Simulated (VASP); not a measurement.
# Al (Fm-3m) in VASP: further runs, part 2 of 3

VASP 6.6.1. The steps go on from the part before.

**3. Band structure, PBE**

The input, INCAR:

```
SYSTEM = Al
PREC = Accurate
ENCUT = 520
EDIFF = 1E-7
ISMEAR = -1
SIGMA = 0.05
LREAL = .False.
LASPH = .True.
NELM = 60
ALGO = Normal
ISIF = 2
LWAVE = .False.
LCHARG = .False.
GGA = PE
```

The input, KPOINTS:

```
Automatic mesh
0
Gamma
  11 11 11
  0 0 0
```

The input, POSCAR:

```
Al
1.0
    0.0000000000      2.0248050000      2.0248050000
    2.0248050000      0.0000000000      2.0248050000
    2.0248050000      2.0248050000      0.0000000000
Al
1
Direct
    0.0000000000      0.0000000000      0.0000000000
```

The input, KPOINTS_OPT:

```
path GXWKGLUWLK,UX
20
line-mode
reciprocal
 0.0000000000  0.0000000000  0.0000000000  G
 0.5000000000  0.0000000000  0.5000000000  X

 0.5000000000  0.0000000000  0.5000000000  X
 0.5000000000  0.2500000000  0.7500000000  W

 0.5000000000  0.2500000000  0.7500000000  W
 0.3750000000  0.3750000000  0.7500000000  K

 0.3750000000  0.3750000000  0.7500000000  K
 0.0000000000  0.0000000000  0.0000000000  G

 0.0000000000  0.0000000000  0.0000000000  G
 0.5000000000  0.5000000000  0.5000000000  L

 0.5000000000  0.5000000000  0.5000000000  L
 0.6250000000  0.2500000000  0.6250000000  U

 0.6250000000  0.2500000000  0.6250000000  U
 0.5000000000  0.2500000000  0.7500000000  W

 0.5000000000  0.2500000000  0.7500000000  W
 0.5000000000  0.5000000000  0.5000000000  L

 0.5000000000  0.5000000000  0.5000000000  L
 0.3750000000  0.3750000000  0.7500000000  K

 0.6250000000  0.2500000000  0.6250000000  U
 0.5000000000  0.0000000000  0.5000000000  X
```

Potentials or basis: VASP PAW PBE potentials, release 64 (Al).

Launch:

```bash
> cat potpaw_PBE.64/Al/POTCAR > POTCAR
> mpirun -np 1 vasp_std > vasp.out
```

OUTCAR:

```text
SYSTEM = Al
   PREC = Accurate
   ENCUT = 520
   EDIFF = 1E-7
   ISMEAR = -1
   LREAL = .False.
   LASPH = .True.
   NELM = 60
   ISIF = 2
   GGA = PE

 ion  position               nearest neighbor table
   1  0.000  0.000  0.000-

  LATTYP: Found a face centered cubic cell.
 ALAT       =     4.0496100000

  Lattice vectors:

 A1 = (   0.0000000000,   2.0248050000,   2.0248050000)
 A2 = (   2.0248050000,   0.0000000000,   2.0248050000)
 A3 = (   2.0248050000,   2.0248050000,   0.0000000000)

Analysis of symmetry for initial positions (statically):
=====================================================================
 Subroutine PRICEL returns:
 Original cell was already a primitive cell.

 Routine SETGRP: Setting up the symmetry group for a
 face centered cubic supercell.

 Subroutine GETGRP returns: Found 48 space group operations
 (whereof 48 operations were pure point group operations)
 out of a pool of 48 trial point group operations.

The static configuration has the point symmetry O_h .

Analysis of symmetry for dynamics (positions and initial velocities):
=====================================================================
 Subroutine PRICEL returns:
 Original cell was already a primitive cell.

 Routine SETGRP: Setting up the symmetry group for a
 face centered cubic supercell.

 Subroutine GETGRP returns: Found 48 space group operations
 (whereof 48 operations were pure point group operations)
 out of a pool of 48 trial point group operations.

The dynamic configuration has the point symmetry O_h .

 Subroutine INISYM returns: Found 48 space group operations
 (whereof 48 operations are pure point group operations),
 and found     1 'primitive' translations

[... 108 lines left out ...]
   EFERMI_NEDOS =   21; number of points for ismear=-14 and -15
   IALGO  =     38    algorithm
   IMIX   =      4    mixing-type and parameters
     AMIX     =   0.40;   BMIX     =  1.00
     AMIX_MAG =   1.60;   BMIX_MAG =  1.00
  volume/ion in A,a.u.               =      16.60       112.04
  Fermi-wavevector in a.u.,A,eV,Ry     =   0.925526  1.748991 11.654733  0.856599
  Thomas-Fermi vector in A             =   2.051390
   LORBIT       =      0    0 simple, 1 ext, 2 COOP (PROOUT), +10 PAW based schemes
   GGA     = PE    functional components
   LHFCALC =     F    Hartree Fock is set to
   AEXX    =    0.0000 exact exchange contribution
   IVDW    =     0    specifies the selected vdW correction
   LEPSILON=     F    determine dielectric tensor
   LRPA    =     F    only Hartree local field effects (RPA)
 non-spin polarized calculation
  energy-cutoff  :      520.00
  volume of cell :       16.60
 maximum number of plane-waves:       459
 NGX is ok and might be reduce to    24
   NGX = 11   NGY = 11   NGZ = 11

 number of electron       3.0000000 magnetization

 Free energy of the ion-electron system (eV)
  ---------------------------------------------------
  ext. energy  EPLUGINS =         0.00000000
  ---------------------------------------------------
  free energy    TOTEN  =        -3.75567401 eV

  energy without entropy =       -3.75166439  energy(sigma->0) =       -3.75366920

 E-fermi :   7.9482     XC(G=0): -10.1742

 val. band max:        7.9414324168   @ k =  -0.4545   0.3636   0.0000
 cond. band min:       7.9685420346   @ k =   0.4545   0.1818   0.0909
 fundamental gap:      0.0271096178
 Fermi energy:         7.9481825368

 k-point     1 :       0.0000    0.0000    0.0000
  band No.  band energies     occupation
      1      -3.1561      2.00000
      2      20.5203      0.00000
      3      20.5203      0.00000
      4      20.5203      0.00000
      5      21.9655      0.00000
[... 177 lines left out ...]
 k-point    24 :      -0.1818    0.1818    0.0000
  band No.  band energies     occupation
      1      -0.7883      2.00000
      2      11.7515      0.00000
      3      13.1869      0.00000
      4      19.7510      0.00000
      5      21.7731      0.00000

 [... further k-points ...]

------------------------ aborting loop because EDIFF is reached ----------------------------------------

  FORCE on cell =-STRESS in cart. coord.  units (eV):
  Direction    XX          YY          ZZ          XY          YZ          ZX
  --------------------------------------------------------------------------------------
  -------------------------------------------------------------------------------------
  Total       -0.0479928     -0.0479928     -0.0479928      0.0000000     -0.0000000     -0.0000000
  in kB       -4.6313443     -4.6313443     -4.6313443      0.0000000     -0.0000000     -0.0000000
  external PRESSURE =      -4.6313443 kB  Pullay stress =       0.0000000 kB

 VOLUME and BASIS-vectors are now :
 -----------------------------------------------------------------------------
  energy-cutoff  :      520.00
  volume of cell :       16.60
      direct lattice vectors                 reciprocal lattice vectors
     0.000000000  2.024805000  2.024805000    -0.246937359  0.246937359  0.246937359
     2.024805000  0.000000000  2.024805000     0.246937359 -0.246937359  0.246937359
     2.024805000  2.024805000  0.000000000     0.246937359  0.246937359 -0.246937359

 POSITION                                       TOTAL-FORCE (eV/Angst)
 -----------------------------------------------------------------------------------
      0.00000      0.00000      0.00000         0.000000      0.000000      0.000000
 -----------------------------------------------------------------------------------
    total drift:                                0.000000      0.000000      0.000000

  FREE ENERGIE OF THE ION-ELECTRON SYSTEM (eV)
  ---------------------------------------------------
  free  energy   TOTEN  =        -3.7556740055 eV

  energy  without entropy=       -3.7516643914  energy(sigma->0) =       -3.75366920
```

OSZICAR:

```text
N       E                     dE             d eps       ncg     rms          rms(c)
DAV:   1    -0.171915920997E+01   -0.17192E+01   -0.84645E+02   590   0.323E+02
DAV:   2    -0.375451138312E+01   -0.20354E+01   -0.18524E+01   750   0.295E+01
[... 30 lines left out ...]
DAV:   4     0.745533478123E+03   -0.51260E-02      805
DAV:   5     0.745533433841E+03   -0.44283E-04      735
DAV:   6     0.745533433374E+03   -0.46693E-06      850
DAV:   7     0.745533433367E+03   -0.68868E-08      785
       N       E                     dE             ncg
DAV:   1     0.358321083758E+04   -0.38744E+04      340
DAV:   2     0.351109503030E+04   -0.72116E+02      345
DAV:   3     0.351019157856E+04   -0.90345E+00      355
DAV:   4     0.351018716072E+04   -0.44178E-02      350
DAV:   5     0.351018712511E+04   -0.35611E-04      350
DAV:   6     0.351018712463E+04   -0.48461E-06      350
DAV:   7     0.351018712462E+04   -0.75279E-08      280
```

Run time: 6.9 s. Hardware: 1 thread of Intel Xeon Platinum 8488C (Sapphire Rapids), shared host; peak memory 0.13 GiB.

Results:

* Free energy: -3.7557 eV
* Pressure: -0.5 GPa
* Band gap along the path: none (metal or under the smearing width)

Levels at the corners of the path, in eV from the Fermi level:
| point | band 1 | band 2 | band 3 | band 4 | band 5 |
| --- | --- | --- | --- | --- | --- |
| Γ | -11.10 | 12.57 | 12.57 | 12.57 | 14.02 |
| X | -2.92 | -1.61 | 5.24 | 5.55 | 5.55 |
| X | -2.92 | -1.61 | 5.24 | 5.55 | 5.55 |
| W | -0.85 | -0.85 | 0.17 | 1.06 | 15.76 |
| W | -0.85 | -0.85 | 0.17 | 1.06 | 15.76 |
| K | -1.89 | -1.36 | -0.42 | 6.52 | 8.16 |
| K | -1.89 | -1.36 | -0.42 | 6.52 | 8.16 |
| Γ | -11.10 | 12.57 | 12.57 | 12.57 | 14.02 |
| Γ | -11.10 | 12.57 | 12.57 | 12.57 | 14.02 |
| L | -4.58 | -4.38 | 11.33 | 11.33 | 11.42 |
| L | -4.58 | -4.38 | 11.33 | 11.33 | 11.42 |
| U | -1.89 | -1.36 | -0.42 | 6.52 | 8.16 |
| U | -1.89 | -1.36 | -0.42 | 6.52 | 8.16 |
| W | -0.85 | -0.85 | 0.17 | 1.06 | 15.76 |
| W | -0.85 | -0.85 | 0.17 | 1.06 | 15.76 |
| L | -4.58 | -4.38 | 11.33 | 11.33 | 11.42 |
| L | -4.58 | -4.38 | 11.33 | 11.33 | 11.42 |
| K | -1.89 | -1.36 | -0.42 | 6.52 | 8.16 |
| U | -1.89 | -1.36 | -0.42 | 6.52 | 8.16 |
| X | -2.92 | -1.61 | 5.24 | 5.55 | 5.55 |

(Part 2 of 3 ends here.)
